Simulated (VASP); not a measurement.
# PtSe2 (P-3m1) in VASP: notebook

The runs below take PtSe2 through relaxation of the atoms, with optB88-vdW, LDA.

All numbers are computed with VASP 6.6.1; they aren't measurements. Logs are shortened: lines on timing, memory, paths and dates and some standing lists are left out, and cuts for length are marked.

## 1. The crystal as given

Symmetry: P-3m1, No. 164, trigonal system. The conventional cell has a = 3.724 Å, b = 3.724 Å, c = 5.492 Å, α = 90.00°, β = 90.00°, γ = 120.00°. Pt (site symmetry -3m) has 6 Se at 2.49 Å as nearest neighbours. Se (site symmetry 3m) is surrounded by 3 Pt at 2.49 Å.

## 2. Relaxation of the atoms, optB88-vdW

File INCAR:

```
SYSTEM = PtSe2
PREC = Accurate ; ENCUT = 520
EDIFF = 1E-6 ; ISMEAR = 0
SIGMA = 0.05 ; LREAL = .False.
LASPH = .True. ; NELM = 60
ALGO = Normal ; ISIF = 2
LWAVE = .False. ; LCHARG = .False.
GGA = BO ; LUSE_VDW = .True.
AGGAC = 0.0 ; PARAM1 = 0.1833333333
PARAM2 = 0.22 ; IBRION = 2
NSW = 40 ; EDIFFG = -0.01
KPAR = 2
```

File KPOINTS:

```
Automatic mesh
0
Gamma
  10 10 8
  0 0 0
```

File POSCAR:

```
PtSe2
1.0
    3.7240000000      0.0000000000      0.0000000000
   -1.8620000000      3.2250786000      0.0000000000
    0.0000000000      0.0000000000      5.4922700000
Pt Se
1 2
Direct
    0.0000000000      0.0000000000      0.0000000000
    0.3333333300      0.6666666700      0.2304147500
    0.6666666700      0.3333333300      0.7695852500
```

Potentials or basis: VASP PAW PBE potentials, release 64 (Pt, Se).

On the command line:

```console
cat potpaw_PBE.64/Pt/POTCAR potpaw_PBE.64/Se/POTCAR > POTCAR
mpirun -np 2 vasp_std > vasp.out
```

OUTCAR:

```text
SYSTEM = PtSe2
   PREC = Accurate
   ENCUT = 520
   EDIFF = 1E-6
   ISMEAR = 0
   LREAL = .False.
   LASPH = .True.
   NELM = 60
   ISIF = 2
   GGA = BO
   IBRION = 2
   NSW = 40
   EDIFFG = -0.01

 ion  position               nearest neighbor table
   1  0.000  0.000  0.000-   2 2.49   3 2.49   2 2.49   3 2.49   3 2.49   2 2.49
   2  0.333  0.667  0.230-   1 2.49   1 2.49   1 2.49
   3  0.667  0.333  0.770-   1 2.49   1 2.49   1 2.49

  LATTYP: Found a hexagonal cell.
 ALAT       =     3.7240000000
 C/A-ratio  =     1.4748308271

  Lattice vectors:

 A1 = (   3.7240000000,   0.0000000000,   0.0000000000)
 A2 = (  -1.8620000000,   3.2250786000,   0.0000000000)
 A3 = (   0.0000000000,   0.0000000000,   5.4922700000)

Analysis of symmetry for initial positions (statically):
=====================================================================
 Subroutine PRICEL returns:
 Original cell was already a primitive cell.

 Routine SETGRP: Setting up the symmetry group for a
 hexagonal supercell.

 Subroutine GETGRP returns: Found 12 space group operations
 (whereof 12 operations were pure point group operations)
 out of a pool of 24 trial point group operations.

The static configuration has the point symmetry D_3d.

Analysis of symmetry for dynamics (positions and initial velocities):
=====================================================================
 Subroutine PRICEL returns:
 Original cell was already a primitive cell.

 Routine SETGRP: Setting up the symmetry group for a
 hexagonal supercell.

 Subroutine GETGRP returns: Found 12 space group operations
 (whereof 12 operations were pure point group operations)
 out of a pool of 24 trial point group operations.

The dynamic configuration has the point symmetry D_3d.

 Subroutine INISYM returns: Found 12 space group operations
 (whereof 12 operations are pure point group operations),
 and found     1 'primitive' translations

----------------------------------------------------------------------------------------

                                     Primitive cell

  volume of cell :      65.9632

  direct lattice vectors                    reciprocal lattice vectors
     3.724000000  0.000000000  0.000000000     0.268528464  0.155034981  0.000000000
    -1.862000000  3.225078600  0.000000000     0.000000000  0.310069962  0.000000000
     0.000000000  0.000000000  5.492270000     0.000000000  0.000000000  0.182074079

  length of vectors
     3.724000000  3.723999997  5.492270000     0.310069962  0.310069962  0.182074079

  position of ions in fractional coordinates (direct lattice)
     0.000000000  0.000000000  0.000000000
     0.333333330  0.666666670  0.230414750
     0.666666670  0.333333330  0.769585250

  ion indices of the primitive-cell ions
   primitive index   ion index
                 1           1
                 2           2
                 3           3

----------------------------------------------------------------------------------------

 KPOINTS: Automatic mesh

Automatic generation of k-mesh.
 Grid dimensions read from file:
 generate k-points for:   10   10    8

 Generating k-lattice:

  Cartesian coordinates                     Fractional coordinates (reciprocal lattice)
     0.026852846  0.015503498  0.000000000     0.100000000 -0.000000000  0.000000000
     0.000000000  0.031006996  0.000000000     0.000000000  0.100000000  0.000000000
     0.000000000  0.000000000  0.022759260     0.000000000  0.000000000  0.125000000

  Length of vectors
     0.031006996  0.031006996  0.022759260

  Shift w.r.t. Gamma in fractional coordinates (k-lattice)
     0.000000000  0.000000000  0.000000000

 Subroutine IBZKPT returns following result:
 ===========================================

 Found     94 irreducible k-points:

 Following reciprocal coordinates:
            Coordinates               Weight
  0.000000  0.000000  0.000000      1.000000
  0.100000  0.000000  0.000000      6.000000
  0.200000  0.000000  0.000000      6.000000
  0.300000 -0.000000  0.000000      6.000000
  0.400000  0.000000  0.000000      6.000000
  0.500000  0.000000  0.000000      3.000000
[... 16 lines left out ...]
  0.000000  0.400000  0.125000      6.000000
  0.500000  0.000000  0.125000      6.000000
 [... further k-points ...]
   k-points           NKPTS =     94   k-points in BZ     NKDIM =     94   number of bands    NBANDS=     15
   number of dos      NEDOS =    301   number of ions     NIONS =      3
   total plane-waves  NPLWV =  32928
   dimension x,y,z NGX =    28 NGY =   28 NGZ =   42
   dimension x,y,z NGXF=    56 NGYF=   56 NGZF=   84
   ions per type =               1   2
   NGX,Y,Z   is equivalent  to a cutoff of  12.50, 12.50, 12.71 a.u.
   NGXF,Y,Z  is equivalent  to a cutoff of  25.00, 25.00, 25.43 a.u.
 SYSTEM =  PtSe2
   PREC   = accura    normal or accurate (medium, high low for compatibility)
   ISTART =      0    job   : 0-new  1-cont  2-samecut
   ICHARG =      2    charge: 1-file 2-atom 10-const
   ISPIN  =      1    spin polarized calculation?
   LNONCOLLINEAR =      F non collinear calculations
   LSORBIT =      F    spin-orbit coupling
   LASPH  =      T    aspherical Exc in radial PAW
   ENCUT  =  520.0 eV  38.22 Ry    6.18 a.u.   6.92  6.92 10.21*2*pi/ulx,y,z
   NELM   =     60;   NELMIN=  2; NELMDL= -5     # of ELM steps
   EDIFF  = 0.1E-05   stopping-criterion for ELM
   LREAL  =      F    real-space projection
   EDIFFG = -.1E-01   stopping-criterion for IOM
   NSW    =     40    number of steps for IOM
   IBRION =      2    ionic relax: 0-MD 1-quasi-New 2-CG
   NFREE  =      1    steps in history (QN), initial steepest desc. (CG)
   ISIF   =      2    stress and relaxation
   ISYM   =      2    0-nonsym 1-usesym 2-fastsym
   POTIM  = 0.5000    time-step for ionic-motion
   TEBEG  =    0.0;   TEEND  =   0.0 temperature during run
   PSTRESS=    0.0 pullay stress
   NELECT =      22.0000    total number of electrons
   NUPDOWN=      -1.0000    fix difference up-down
   EMIN   =  10.00;   EMAX   =-10.00  energy-range for DOS
   EFERMI =   0.00;   METHOD = LEGACY
   ISMEAR =     0;   SIGMA  =   0.05  broadening in eV -4-tet -1-fermi 0-gaus
   EFERMI_NEDOS =   21; number of points for ismear=-14 and -15
   IALGO  =     38    algorithm
   IMIX   =      4    mixing-type and parameters
     AMIX     =   0.40;   BMIX     =  1.00
     AMIX_MAG =   1.60;   BMIX_MAG =  1.00
  volume/ion in A,a.u.               =      21.99       148.38
  Fermi-wavevector in a.u.,A,eV,Ry     =   1.135312  2.145428 17.536993  1.288933
  Thomas-Fermi vector in A             =   2.272016
   LORBIT       =      0    0 simple, 1 ext, 2 COOP (PROOUT), +10 PAW based schemes
   GGA     = BO    functional components
   LHFCALC =     F    Hartree Fock is set to
   AEXX    =    0.0000 exact exchange contribution
   IVDW_NL    =     1    kernel type
   BPARAM     = 6.3000
   IVDW    =     0    specifies the selected vdW correction
   LEPSILON=     F    determine dielectric tensor
   LRPA    =     F    only Hartree local field effects (RPA)
 conjugate gradient relaxation of ions
 non-spin polarized calculation
 Gauss-broadening in eV      SIGMA  =   0.05
  energy-cutoff  :      520.00
  volume of cell :       65.96
 maximum number of plane-waves:      1790
   NGX = 13   NGY = 13   NGZ = 21

--------------------------------------- Ionic step        1  -------------------------------------------

 number of electron      21.9999998 magnetization

 Free energy of the ion-electron system (eV)
  ---------------------------------------------------
  ext. energy  EPLUGINS =         0.00000000
  ---------------------------------------------------
  free energy    TOTEN  =        -8.26244571 eV

  energy without entropy =       -8.26243216  energy(sigma->0) =       -8.26243894

------------------------ aborting loop because EDIFF is reached ----------------------------------------

  FORCE on cell =-STRESS in cart. coord.  units (eV):
  Direction    XX          YY          ZZ          XY          YZ          ZX
  --------------------------------------------------------------------------------------
  -------------------------------------------------------------------------------------
  Total        2.8349590      2.8349590      2.2168436      0.0000000      0.0000000      0.0000000
  in kB       68.8581756     68.8581754     53.8448006      0.0000000      0.0000000      0.0000000
  external PRESSURE =      63.8537172 kB  Pullay stress =       0.0000000 kB
[... 63 lines left out ...]
Total vdW correction in eV:      3.3510188

--------------------------------------- Ionic step        3  -------------------------------------------

 number of electron      21.9999998 magnetization

 Free energy of the ion-electron system (eV)
  ---------------------------------------------------
  ext. energy  EPLUGINS =         0.00000000
  ---------------------------------------------------
  free energy    TOTEN  =        -8.34596962 eV

  energy without entropy =       -8.34570342  energy(sigma->0) =       -8.34583652

 E-fermi :   5.3378     XC(G=0): -10.2288

 val. band max:        5.2714217409   @ k =   0.0000   0.1000   0.1250
 cond. band min:       5.3881248207   @ k =   0.0000   0.3000   0.2500
 fundamental gap:      0.1167030799
 Fermi energy:         5.3378023658

 k-point     1 :       0.0000    0.0000    0.0000
  band No.  band energies     occupation
      1      -9.7136      2.00000
      2      -7.6020      2.00000
      3      -1.3024      2.00000
      4      -0.4716      2.00000
      5      -0.4716      2.00000
      6       1.6607      2.00000
      7       1.6607      2.00000
      8       2.7899      2.00000
      9       4.5142      2.00000
     10       4.5142      2.00000
     11       5.4177      0.02384
     12       6.9117      0.00000
     13       6.9117      0.00000
     14       9.1940      0.00000
     15       9.5712      0.00000
[... 397 lines left out ...]
 k-point    24 :       0.5000    0.0000    0.1250
  band No.  band energies     occupation
      1      -8.1515      2.00000
      2      -8.0174      2.00000
      3      -1.5121      2.00000
      4      -0.0555      2.00000
      5       0.3156      2.00000
      6       1.1304      2.00000
      7       1.9890      2.00000
      8       2.2047      2.00000
      9       2.3497      2.00000
     10       2.5323      2.00000
     11       2.6825      2.00000
     12       6.2814      0.00000
     13       7.2304      0.00000
     14       9.5879      0.00000
     15      10.9065      0.00000

 [... further k-points ...]

------------------------ aborting loop because EDIFF is reached ----------------------------------------

  FORCE on cell =-STRESS in cart. coord.  units (eV):
  Direction    XX          YY          ZZ          XY          YZ          ZX
  --------------------------------------------------------------------------------------
  -------------------------------------------------------------------------------------
  Total        0.8775618      0.8775618     -0.1930731      0.0000000      0.0000000      0.0000000
  in kB       21.3150531     21.3150530     -4.6895436      0.0000000      0.0000000      0.0000000
  external PRESSURE =      12.6468542 kB  Pullay stress =       0.0000000 kB
[... 18 lines left out ...]
  FREE ENERGIE OF THE ION-ELECTRON SYSTEM (eV)
  ---------------------------------------------------
  free  energy   TOTEN  =        -8.3459696231 eV

  energy  without entropy=       -8.3457034175  energy(sigma->0) =       -8.34583652

Total vdW correction in eV:      3.3539258

 reached required accuracy - stopping structural energy minimisation
```

It took 2.2 min on 2 MPI ranks of AMD EPYC 9R14 (Zen 4), shared host; peak memory 0.43 GiB.

Results:

| Quantity | Value |
| --- | --- |
| Free energy | -8.3460 eV |
| Energy gained by relaxing | 27.8 meV/atom |
| Ionic steps | 3 |
| Pressure after relaxing | 1.3 GPa |
| Band gap on the k mesh | none (metal or under the smearing width) |

Forces on the atoms (eV/Å):
```
Pt   0.000  0.000  0.000
Se   0.000  0.000 -0.002
Se   0.000  0.000  0.002
```

The path:
```tsv
step	energy change (eV)	largest force (eV/Å)	pressure (GPa)
1	0.0000	1.0123	6.39
2	-0.0690	0.4098	3.32
3	-0.0835	0.0022	1.26
```

Final structure:
```
CELL_PARAMETERS angstrom
3.72400 0.00000 0.00000
-1.86200 3.22508 0.00000
0.00000 0.00000 5.49227
ATOMIC_POSITIONS crystal
Pt 0.00000 0.00000 0.00000
Se 0.33333 0.66667 0.24589
Se 0.66667 0.33333 0.75411
```

Levels at points of the mesh, in eV from the Fermi level:
```
           k point  band 7  band 8  band 9  band 10  band 11  band 12  band 13  band 14  band 15
(0.00, 0.00, 0.00)   -3.68   -2.55   -0.82    -0.82     0.08     1.57     1.57     3.86     4.23
(0.50, 0.00, 0.00)   -3.32   -3.14   -3.13    -2.87    -2.75     0.77     2.03     4.56     5.71
(0.00, 0.00, 0.50)   -3.69   -2.78   -1.81    -1.10    -1.10     2.09     2.09     4.94     5.90
(0.50, 0.00, 0.50)   -3.35   -3.14   -2.87    -2.41    -1.53     1.13     1.49     4.00     4.90
```

Caveat: the PAW data sets were made with another functional, which shifts forces and pressure a little.

## 3. Relaxation of the atoms, LDA

This run uses another cell than the first one, of 18.91 Å³/atom, 0.860 times its volume.

File INCAR:

```
PREC = Accurate ; ENCUT = 520
EDIFF = 1E-6 ; ISMEAR = 0
SIGMA = 0.05 ; LREAL = F
LASPH = T ; NELM = 60
ALGO = Normal ; ISIF = 2
LWAVE = F ; LCHARG = F
GGA = CA ; IBRION = 2
NSW = 40 ; EDIFFG = -0.01
KPAR = 2
```

File KPOINTS:

```
regular mesh
0
Gamma
  10 10 8
```

File POSCAR:

```
PtSe2
1.0
    3.7240000000      0.0000000000      0.0000000000
   -1.8620000000      3.2250786000      0.0000000000
    0.0000000000      0.0000000000      4.7228460000
Pt Se
1 2
Direct
    0.0000000000      0.0000000000      0.0000000000
    0.3333333300      0.6666666700      0.2679528400
    0.6666666700      0.3333333300      0.7320471600
```

Potentials or basis: VASP PAW LDA potentials, release 64 (Pt, Se).

On the command line:

```console
cat potpaw_LDA.64/Pt/POTCAR potpaw_LDA.64/Se/POTCAR > POTCAR
mpirun -np 2 vasp_std > vasp.out
```

Wall time 42 s (2 MPI ranks of Intel Xeon Platinum 8375C at 2.90GHz (Ice Lake), shared host); peak memory 0.2 GiB.

It converged, with:

| Quantity | Value |
| --- | --- |
| Free energy | -17.0877 eV |
| Energy gained by relaxing | 0.0 meV/atom |
| Ionic steps | 3 |
| Pressure after relaxing | 1.7 GPa |
| Band gap on the k mesh | none (metal or under the smearing width) |

Stress tensor (GPa, compression positive):
```
2.04 0.00 0.00
0.00 2.04 0.00
0.00 0.00 1.05
```

The path:
| step | energy change (eV) | largest force (eV/Å) | pressure (GPa) |
| --- | --- | --- | --- |
| 1 | 0.0000 | 0.0408 | 1.90 |
| 2 | -0.0001 | 0.0157 | 1.79 |
| 3 | -0.0001 | 0.0002 | 1.71 |

Final structure:
```
Pt Se
1.0
     3.72400    0.00000    0.00000
    -1.86200    3.22508    0.00000
     0.00000    0.00000    4.72285
Pt Se
1 2
Direct
  0.00000 0.00000 0.00000
  0.33333 0.66667 0.26863
  0.66667 0.33333 0.73137
```

Levels at points of the mesh, in eV from the Fermi level:
| k point | band 8 | band 9 | band 10 | band 11 | band 12 | band 13 | band 14 | band 15 |
| --- | --- | --- | --- | --- | --- | --- | --- | --- |
| (0.00, 0.00, 0.00) | -2.53 | -1.00 | -1.00 | 0.92 | 1.05 | 1.05 | 3.12 | 4.30 |
| (0.50, 0.00, 0.00) | -3.78 | -3.43 | -3.37 | -2.99 | 0.50 | 2.71 | 5.21 | 6.15 |
| (0.00, 0.00, 0.50) | -3.04 | -1.81 | -1.81 | -1.66 | 2.50 | 2.50 | 4.98 | 6.56 |
| (0.50, 0.00, 0.50) | -3.46 | -3.16 | -2.63 | -1.09 | 0.56 | 1.59 | 4.78 | 5.17 |
